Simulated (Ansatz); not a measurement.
# SnSe (Fm-3m): equation of state with a fit, by script

Where is the equilibrium volume of SnSe (Fm-3m), and how stiff is it? The task is an equation of state with a fit, for SnSe (Fm-3m).

All numbers are computed with Ansatz 0.2.0 through its Python package. Level of theory: DFT PBEsol, plane waves, PAW.

## (1) The structure

Symmetry: Fm-3m, No. 225, cubic system. The conventional cell has a = 6.020 Å, b = 6.020 Å, c = 6.020 Å, α = 90.00°, β = 90.00°, γ = 90.00°. Sn (site symmetry m-3m) is surrounded by 6 Se at 3.01 Å. Se (site symmetry m-3m) is surrounded by 6 Sn at 3.01 Å.

No structure file is read: the coordinates are typed or built in the script.

## (2) The code

eos_snse.py

```python
# -*- coding: utf-8 -*-
'''Energy against volume for SnSe, with a fit.'''

import ansatz
import numpy as np
from pymatgen.analysis.eos import EOS

VECTORS = np.array([
    [0.0, 3.01, 3.01],
    [3.01, 0.0, 3.01],
    [3.01, 3.01, 0.0],
])
SITES = [
    ('Sn', [0.0, 0.0, 0.0]),
    ('Se', [0.5, 0.5, 0.5]),
]


def build(cell):
    crystal = ansatz.Crystal(lattice=ansatz.Lattice.of(cell))
    for symbol, position in SITES:
        crystal = crystal.atom(symbol, position)
    return crystal

# scale the volume, keep shape and fractions
volumes, energies, pressures = [], [], []
for scale in np.linspace(0.88, 1.12, 7):
    cell = VECTORS * scale ** (1 / 3)
    job = (
        build(cell).calculation()
        .functional(ansatz.Functional.PBESOL)
        .pseudopotentials('paw')
        .occupations('Methfessel-Paxton')
        .scf(tolerance=1e-10)
        .basis(500)
        .kpoints(6, 6, 6)
        .stress()
    )
    report = job.run(threads=1).report
    volumes.append(abs(np.linalg.det(cell)) / len(SITES))
    energies.append(report['free_energy_ev'] / len(SITES))
    pressures.append(np.trace(report['stress_gpa']) / 3)
    print(f'V = {volumes[-1]:8.4f} A^3/atom  F = {energies[-1]:.5f} eV/atom  P = {pressures[-1]:8.3f} GPa')

for form in ['pourier_tarantola']:
    fit = EOS(eos_name=form).fit(volumes, energies)
    print(f'{form:18s} V0 {fit.v0:8.4f} A^3/atom  B0 {fit.b0_GPa:7.1f} GPa  B1 {fit.b1:5.2f}')
```

## (3) The calls as engine input

The package turns the script's settings into the engine's input (first run):

```yaml
crystal:
  lattice:
    - [0.0, 2.884434753951796, 2.884434753951796]
    - [2.884434753951796, 0.0, 2.884434753951796]
    - [2.884434753951796, 2.884434753951796, 0.0]
  atoms:
    - { symbol: Sn, position: [0.0, 0.0, 0.0] }
    - { symbol: Se, position: [0.5, 0.5, 0.5] }
basis:
  ecutwfc: 500.0
kpoints:
  mp_grid:
    grid: [6, 6, 6]
hamiltonian:
  xc: pbesol
  pseudopotentials:
    kind: paw
scf:
  convergence:
    dr2_threshold: 1.0e-10
  occupations:
    method: methfessel_paxton
output:
  stress: true
```

## (4) The run

The run is started by

```bash
$ python eos_snse.py
```

The log of the run:

```text
V =  23.9984 A^3/atom  F = -5687.40878 eV/atom  P =    5.757 GPa
V =  25.0892 A^3/atom  F = -5687.43630 eV/atom  P =    2.454 GPa
V =  26.1801 A^3/atom  F = -5687.44373 eV/atom  P =   -0.172 GPa
V =  27.2709 A^3/atom  F = -5687.43516 eV/atom  P =   -2.266 GPa
V =  28.3617 A^3/atom  F = -5687.41383 eV/atom  P =   -3.939 GPa
V =  29.4526 A^3/atom  F = -5687.38227 eV/atom  P =   -5.282 GPa
V =  30.5434 A^3/atom  F = -5687.34253 eV/atom  P =   -6.346 GPa
pourier_tarantola  V0  26.1060 A^3/atom  B0    57.0 GPa  B1  4.22
```

Wall time 21 s (1 thread of Arm Neoverse N1, shared host); peak memory 0.49 GiB.

## (5) What changed from run to run

The engine's inputs for some of the other runs:

Run 2, against run 1:

```diff
@@ -3,3 +3,3 @@
-    - [0.0, 2.884434753951796, 2.884434753951796]
-    - [2.884434753951796, 0.0, 2.884434753951796]
-    - [2.884434753951796, 2.884434753951796, 0.0]
+    - [0.0, 2.9274923669187563, 2.9274923669187563]
+    - [2.9274923669187563, 0.0, 2.9274923669187563]
+    - [2.9274923669187563, 2.9274923669187563, 0.0]
```

Run 5, against run 1:

```diff
@@ -3,3 +3,3 @@
-    - [0.0, 2.884434753951796, 2.884434753951796]
-    - [2.884434753951796, 0.0, 2.884434753951796]
-    - [2.884434753951796, 2.884434753951796, 0.0]
+    - [0.0, 3.0496098054987333, 3.0496098054987333]
+    - [3.0496098054987333, 0.0, 3.0496098054987333]
+    - [3.0496098054987333, 3.0496098054987333, 0.0]
```

Run 7, against run 1:

```diff
@@ -3,3 +3,3 @@
-    - [0.0, 2.884434753951796, 2.884434753951796]
-    - [2.884434753951796, 0.0, 2.884434753951796]
-    - [2.884434753951796, 2.884434753951796, 0.0]
+    - [0.0, 3.1258814493143645, 3.1258814493143645]
+    - [3.1258814493143645, 0.0, 3.1258814493143645]
+    - [3.1258814493143645, 3.1258814493143645, 0.0]
```

## (6) Run by run

One row for each of the 7 runs:

```tsv
run	volume (Å³/atom)	energy from run 3 (meV/atom)	pressure (GPa)	SCF cycles	CPU time (s)
1	23.998	34.95	5.76	8	2.3
2	25.089	7.43	2.45	7	2
3	26.180	0.00	-0.17	7	2.2
4	27.271	8.57	-2.27	7	2.3
5	28.362	29.90	-3.94	8	2.5
6	29.453	61.46	-5.28	8	2.5
7	30.543	101.20	-6.35	8	2.8
```

Energies are free energies F = E - TS of the smeared occupations. 

## (7) Summary of results

| quantity | value |
| --- | --- |
| runs compared | 7 |
| range of energy | 101.20 meV/atom |
| lowest point, volume (Å³/atom) | 26.180 |
| equilibrium volume (fit) | 26.10 Å³/atom |
| bulk modulus (fit) | 57 GPa |

In words: A third-order Birch-Murnaghan fit through the 7 points (the script's own form differs a little) has its minimum at 26.10 Å³ an atom, 4.3 % below the typed cell, with a bulk modulus of 57 GPa and dB/dP = 4.4. From that minimum the energy rises by 35.0 meV an atom on the compressed side and 101.2 meV on the expanded side. Caveats:
- Cold and Methfessel-Paxton smearing aren't meant for a gap as narrow as their width.
- Pressure is positive in compression.
